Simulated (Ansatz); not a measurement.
**Ge (Fd-3m) under several functionals**

**The experiment to reproduce.**

“Tuning superconductivity in nanosecond laser annealed boron doped Si1-xGex epilayers”, 2024, arxiv:2404.02748 quotes, for a bulk crystal of Ge: lattice constant a 5.6578 Å.

Plane-wave DFT in Ansatz with scalar-relativistic PAW potentials. The same structure was relaxed (cell and atoms, symmetry kept) in separate runs at each level. No spin polarisation.

| level | cutoff (eV) | k mesh | V (Å³/atom) | a (Å) | gap (eV) | B0 (GPa) |
| --- | --- | --- | --- | --- | --- | --- |
| r2SCAN | 500 | 12×12×12 | 22.846 | 5.675 | 0.35 | 71 |
| PBEsol | 420 | 14×14×14 | 22.855 | 5.676 | 0.00 | 67 |
| PBE+D3(BJ) | 420 | 14×14×14 | 23.137 | 5.699 | 0.00 | – |

Q: Where does PBE (420 eV, k mesh 14×14×14) fall?

A: V (Å³/atom) 23.901, a (Å) 5.761, gap (eV) 0.00, B0 (GPa) 59. Its volume is the largest of the set. The usual order of volumes, PBEsol < PBE, holds here (22.855, 23.901 Å³/atom). As a rule PBEsol, built on the gradient expansion of slowly varying densities, lies between LDA and PBE; PBE's stronger gradient term for exchange weakens bonds. Adding D3 to PBE changes the volume by -3.2 %; the term is attractive, so it pulls cells in. r2SCAN lies 4.4 % under PBE in volume. B0 goes from 70.8 to 58.7 GPa as the volume grows by 4.6 %; on one curve with B' = 4.9 the volume alone, B ∝ V^(−B'), would give 56.7 GPa, and the rest of the difference is the functional's own stiffness. Each gap belongs to its own cell, so it mixes the functional's effect with that of the volume; gaps are the least found on the k mesh or on a band path.

For PBE: Measured lattice constant a of Ge: 5.6578 Å (quoted in “Tuning superconductivity in nanosecond laser annealed boron doped Si1-xGex epilayers”, 2024, arxiv:2404.02748). This calculation gives 5.761 Å (+1.8 %). 2 values of this kind are on record in papers (5.6578 to 5.658 Å); this one was drawn at random among those near their median. The calculations are for 0 K without zero-point motion.